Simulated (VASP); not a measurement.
Here is a VASP 6.6.1 calculation.

INCAR

```
SYSTEM = SiO
PREC = Accurate
ENCUT = 520
EDIFF = 1E-6
ISMEAR = 0
SIGMA = 0.01
LREAL = .False.
LASPH = .True.
NELM = 100
ALGO = Normal
ISIF = 2
LWAVE = .False.
LCHARG = .False.
GGA = PE
IBRION = 2
NSW = 60
EDIFFG = -0.005
```

File KPOINTS:

```
regular mesh
0
Gamma
  1 1 1
  0 0 0
```

POSCAR

```
SiO
1.0
   11.0000000000      0.0000000000      0.0000000000
    0.0000000000     10.0000000000      0.0000000000
    0.0000000000      0.0000000000     10.0000000000
O Si
1 1
Direct
    0.4438360000      0.5237720000      0.4694450000
    0.5582860000      0.4788300000      0.5362550000
```

Potentials or basis: VASP PAW PBE potentials, release 64 (O, Si).

Command:

```sh
$ cat potpaw_PBE.64/O/POTCAR potpaw_PBE.64/Si/POTCAR > POTCAR
$ mpirun -np 1 vasp_gam > vasp.out
```

**Question.** Estimate the energy gained by relaxing.

**Answer.** 17.0 meV/atom.

**Question.** Estimate the gap between the frontier levels.

**Answer.** 4.53 eV.

The path:
```
step  energy change (eV)  largest force (eV/Å)  pressure (GPa)
   1              0.0000                2.0202            0.14
   2              0.4715                5.4390           -0.45
   3             -0.0340                0.0622           -0.01
   4             -0.0340                0.0073           -0.01
   5             -0.0340                0.0301            0.00
   6             -0.0340                0.0294            0.00
   7             -0.0340                0.0241            0.00
   8             -0.0340                0.0190            0.00
   9             -0.0341                0.0056            0.00
  10             -0.0341                0.0045            0.00
```
